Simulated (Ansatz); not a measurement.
# La2O3 (P321) in Ansatz: band structure with HSE06

Aim: the band structure of La2O3 with HSE06.

Program: Ansatz 0.2.0. These are calculated values, not measurements. Logs are shortened: lines on timing, memory, paths and dates and some standing lists are left out, and cuts for length are marked.

## (1) The structure

The structure is trigonal, space group P321 (No. 150). Conventional cell: a = 6.370 Å, b = 6.370 Å, c = 3.290 Å, α = 90.00°, β = 90.00°, γ = 120.00°. La (site symmetry 3) is surrounded by 6 O at 2.46 to 2.47 Å. O (site symmetry 2) is surrounded by 4 La at 2.46 to 2.47 Å.

The cell comes from a database or a generator and needn't be the stable form of this composition.

## (2) Band structure, HSE06

input reads:

```
crystal:
  lattice:
    - [6.3702727145, 0.0, 0.0]
    - [-3.1851363572, 5.5168179998, 0.0]
    - [0.0, 0.0, 3.2898942108]
  atoms:
    - { symbol: La, position: [0.6666666667, 0.3333333333, 0.498103] }
    - { symbol: La, position: [0.3333333333, 0.6666666667, 0.501897] }
    - { symbol: O, position: [0.504607, 0.0, 0.0] }
    - { symbol: O, position: [0.0, 0.504607, 0.0] }
    - { symbol: O, position: [0.495393, 0.495393, 0.0] }
hamiltonian:
  xc: hse06
  pseudopotentials: { kind: paw }
kpoints:
  mp_grid: { grid: [4, 4, 6] }
  band_path:
    path:
      - [[0.0, 0.0, 0.0], [0.5, 0.0, 0.0], [0.3333333333, 0.3333333333, 0.0], [0.0, 0.0, 0.0], [0.0, 0.0, 0.5], [0.5, 0.0, 0.5], [0.3333333333, 0.3333333333, 0.5], [0.0, 0.0, 0.5]]
      - [[0.5, 0.0, 0.5], [0.5, 0.0, 0.0]]
      - [[0.3333333333, 0.3333333333, 0.0], [0.3333333333, 0.3333333333, 0.5]]
    npoints: 4
scf:
  occupations: { method: fermi_dirac, width: 0.05 }
  n_extra_bands: 12
output:
  forces: true
  stress: true
  eigenvalues: true
  fatbands: false
```

Potentials or basis: Ansatz PAW.

What it wrote:

```text
Warning: output.stress: scf.convergence.dr2_threshold = 1e-7 eV (the SCF's general default) is looser than the 5e-10 eV advised for a printed stress (1e-10 eV for each atom of the cell: 5). What an SCF threshold leaves in a stress goes as its square root, and in the free energy as the threshold itself, and one threshold admits the most on a small cell: of the crystals measured, under no hybrid functional and no lock of the moments, on runs that ended without the residual-converged pass, on stresses that held no estimate of that error, the worst erred by over 100 MPa in a component at 1e-7 eV an atom and by under 5 at 1e-10. Set scf.convergence.dr2_threshold to 5e-10 eV or tighter. The threshold is an SCF's pass mark: one that does not reach it within its budget of iterations ends unconverged, or closes short of it on a stop that the run arms, and scf.convergence.dr2_threshold's page says what that costs each kind of run
Warning: output.stress: scf.exx.energy_threshold = 1e-6 eV is looser than the 5e-8 eV advised for a stress under a hybrid functional (1e-8 eV for each atom of the cell: 5). Every SCF of the exchange loop can meet its threshold on dr2 while the loop round them stops early: no threshold on dr2 bounds what that leaves in the stress. Set scf.exx.energy_threshold to 5e-8 eV or tighter. The threshold is the loop's pass mark: a loop that does not reach it within its budget of cycles ends unconverged, and scf.exx.energy_threshold's page has the law
scf.n_extra_bands = 12 over 20 filled bands (N_el = 40.0): the run solves 32 bands
GPUs: using 1 of 1 available (devices: 1).
Engine: ansatz 0.2.0, x86_64-unknown-linux-gnu
Pseudopotentials: kind: paw
Pseudopotential: La, paw, valence charge 11, recommended cutoff 420 eV (normal), La.paw.azcp
Pseudopotential: O, paw, valence charge 6, recommended cutoff 420 eV (normal), O.paw.azcp
Functional definition: HSE06
  parameter a = 0.25
  parameter omega = 0.11/bohr
  exchange = pbe_x - a*pbe_x_sr(omega) + a*exact_x_sr(omega)
  correlation = pbe_c
device memory: the entry about to start is reckoned to put 1.2 GiB on a device that reports 36.4 GiB free (of which the cap on the GPU budget leaves the run 18.0 GiB)
GPU FFT provider: cuFFT
GPU libraries: cuBLAS 13.8.2, cuFFT 12.4.0, cuSOLVER 12.3.4
Crystal: 5 atoms, lattice volume = 115.619 Å³
Basis set: ecut = 420 eV, 2279 PW (Γ), exchange–correlation on 90×90×48 points (8 copies of the dense FFT grid, shifted against one another)
Bands: 32, of which v1, the nominal top of the filled ones, is band 20 counted from 1 (19 counted from 0)
Symmetry: 6 space group operations
Space group: P321 (ITA 150), of the structure as read, at distance tolerance 4.9e-5 Å
k-points: 18 of 96 (time reversal used)
Non-local potential: La, projectors of the file, l = 0: 3, l = 1: 2, l = 2: 2, l = 3: 3
Non-local potential: O, projectors of the file, l = 0: 2, l = 1: 2, l = 2: 1
PAW form: soft (Blöchl's): semilocal exchange-correlation on the pseudo side does not see the compensation charge
PAW frozen core: La, regenerated for the run's functional, and the local potential with it (the file was generated under x = pbe(κ = 0.804, μ = 0.2195149727645171), c = pbe(β = 0.06672455060314922))
PAW frozen core: O, regenerated for the run's functional, and the local potential with it (the file was generated under x = pbe(κ = 0.804, μ = 0.2195149727645171), c = pbe(β = 0.06672455060314922))
PAW one-centre angular grid: La, 590 points (default); XC on 64 Gauss nodes
PAW one-centre angular grid: O, 110 points (default); XC on 96 Gauss nodes
Initial density: superposition of atomic densities (neutral atoms: chi_scale 0, normalization atom), corrected by the library's trained network
Initial wavefunctions: pseudopotential atomic-orbital guess
GPU buffer pool allocated for 48600 grid points (all kernels)
[... 47 lines left out ...]
device memory: the entry about to start is reckoned to put 0.8 GiB on a device that reports 78.0 GiB free (of which the cap on the GPU budget leaves the run 18.0 GiB)
NSCF: frozen V_eff on 39 k-points, pencils in batches of 32, up to order 144
hybrid SCF converged: 2 outer / 12 inner (+4 warm-up), last move |dexx| = 2.81e-6 eV, tail = 2.37e-8 eV
Stability not checked: this state was not tested for a lower state beside it, because the functional holds exact exchange (a hybrid, or Hartree-Fock), whose exchange loop this test does not read (fock_operator; see scf.lower_state_search)
Free energy (F): -14219.447685 eV
Frozen-core exchange: fock
Harris-Foulkes:  -14219.447685 eV  (|F-HF|=2.80e-10)
Internal energy: -14219.447685 eV  (E = F + TS)
E sigma→0 (E₀):  -14219.447685 eV
Fermi energy:    6.237616 eV
--- Per-component energies (eV) ---
  E_band       = -249.327045
  E_kinetic    = 913.055761
  E_local      = -2810.147141  (includes V_loc(G=0)·N_el)
  E_nonlocal   = 329.201949
  E_hartree    = 1100.433621
  E_xc         = -405.443420
  E_vxc        = -464.571094  (∫ρ·V_xc dr)
  E_exx        = -102.225898  (= α·E_x^exact, valence–valence)
  E_paw        = -11310.153053  (= ΣΔE_a)
  E_vpaw       = -213.287804  (= ΣTr[D̂ρ^β])
  E_aug_tail   = 0.007137  (compensation charges beyond the density's cutoff)
  E_ewald      = -1933.756537
  E_core_change = -0.420104  (= ΣΔE_core)
  E_smearing   = -0.000000  (= −TS)
  E_closure    = -0.000000  (closes the sum)
  Σ components = -14219.447685   (vs F -14219.447685, Δ=0.00e0)
--- Forces (eV/Å), atoms counted from 1 ---
  atom   1  La     0.00000000    -0.00000000     0.01032745
  atom   2  La    -0.00000000     0.00000000    -0.01032745
  atom   3  O     -0.04399248     0.00000000    -0.00000000
  atom   4  O      0.02199624    -0.03809861    -0.00000000
  atom   5  O      0.02199624     0.03809861     0.00000000
  max |Σ_I F_I| component: 6.94e-18 eV/Å
--- Stress (GPa, compression-positive) ---
       -1.400460       0.000000      -0.000000
        0.000000      -1.400460      -0.000000
       -0.000000      -0.000000      -2.772872
  P = ⅓ Tr σ = -1.8579 GPa (-18.579 kbar)
--- Band table (eV; the first three rows and the last of 18) ---
  k-point 0: bands = ["-27.6956", "-27.4847", "-14.0331", "-14.0331", "-12.4945", "-10.1079", "-10.1079", "-9.3227", "-8.9667", "-8.3500", "-8.3500", "1.4266", "2.6268", "2.6268", "2.8708", "2.8708", "3.8302", "3.8302", "4.1378", "4.3733", "7.6670", "9.8403", "10.9420", "10.9420", "12.4327", "12.4728", "12.5214", "12.5214", "12.5220", "12.5220", "12.5911", "12.6175"]
  k-point 1: bands = ["-27.6089", "-27.4117", "-13.7982", "-13.7982", "-13.1652", "-9.9925", "-9.9922", "-9.7194", "-8.9149", "-8.7943", "-8.7939", "2.4419", "2.7490", "2.7518", "2.9192", "2.9222", "3.3206", "3.3210", "3.7063", "4.2318", "8.4792", "10.4759", "11.3577", "11.3578", "11.9333", "11.9339", "12.1206", "12.3601", "12.5618", "12.6324", "12.6343", "12.6479"]
  k-point 2: bands = ["-27.4270", "-27.2601", "-14.2304", "-13.1791", "-13.1790", "-10.9552", "-9.8156", "-9.8094", "-9.7445", "-9.7382", "-8.3324", "2.0353", "2.0357", "2.5957", "3.0556", "3.0560", "3.4608", "3.4615", "4.1170", "4.4298", "10.0873", "11.1605", "11.1609", "11.7185", "11.7509", "11.7510", "12.0688", "12.1160", "12.5284", "12.5291", "12.5860", "12.6630"]
  k-point 17: bands = ["-27.2820", "-27.2321", "-14.2914", "-13.7503", "-12.6949", "-10.5331", "-10.2160", "-10.0281", "-9.9011", "-9.5477", "-9.0263", "1.8790", "2.5005", "2.5336", "2.8556", "3.1291", "3.2563", "3.2998", "4.1701", "4.1738", "10.6771", "11.4501", "11.8132", "11.9637", "12.0007", "12.0773", "12.1165", "12.2374", "12.4175", "12.5460", "12.5517", "12.5904"]
```

Run time: 1.9 min. Hardware: 1 × NVIDIA H100 80GB HBM3 with 2 threads of AMD EPYC 7R13 (Zen 3), shared host; peak memory 2.9 GiB.

What came out:

```yaml
Free_energy: -14219.4477 eV
Pressure: -1.9 GPa
Largest_force: 0.044 eV/Å
Band_gap_on_the_k_mesh: 2.86 eV, indirect (least direct gap 3.29 eV)
Band_gap_along_the_path: 2.86 eV, indirect (least direct gap 3.29 eV)
```

Forces in eV/Å, atoms in the order of the input:
```
La   0.000  0.000  0.010
La   0.000  0.000 -0.010
O   -0.044  0.000  0.000
O    0.022 -0.038  0.000
O    0.022  0.038  0.000
```

Stress tensor (GPa, compression positive):
```
-1.40  0.00  0.00
 0.00 -1.40  0.00
 0.00  0.00 -2.77
```

Levels at the corners of the path, in eV from the valence-band top:
```tsv
point	band 17	band 18	band 19	band 20	band 21	band 22	band 23	band 24
Γ	-0.98	-0.98	-0.67	-0.43	2.86	5.03	6.13	6.13
M	-1.61	-1.16	-1.07	-0.92	4.10	5.08	6.09	6.59
K	-1.37	-1.33	-1.33	-0.98	4.68	4.68	5.88	6.83
Γ	-0.98	-0.98	-0.67	-0.43	2.86	5.03	6.13	6.13
A	-1.15	-1.15	-0.27	0.00	5.96	5.96	6.45	6.77
L	-1.66	-1.34	-0.65	-0.63	5.78	6.83	6.97	7.11
H	-1.78	-1.70	-0.68	-0.68	5.95	6.83	6.83	7.22
A	-1.15	-1.15	-0.27	0.00	5.96	5.96	6.45	6.77
L	-1.66	-1.34	-0.65	-0.63	5.78	6.83	6.97	7.11
M	-1.61	-1.16	-1.07	-0.92	4.10	5.08	6.09	6.59
K	-1.37	-1.33	-1.33	-0.98	4.68	4.68	5.88	6.83
H	-1.78	-1.70	-0.68	-0.68	5.95	6.83	6.83	7.22
```

Caveat: the magnetic or orbital state may not be the lowest; spin-orbit coupling is left out, which moves the levels of the heavy elements; the PAW data sets come from PBE, with cores solved anew for the run's functional, which leaves a small shift of forces and pressure; the thresholds are loose for stress.
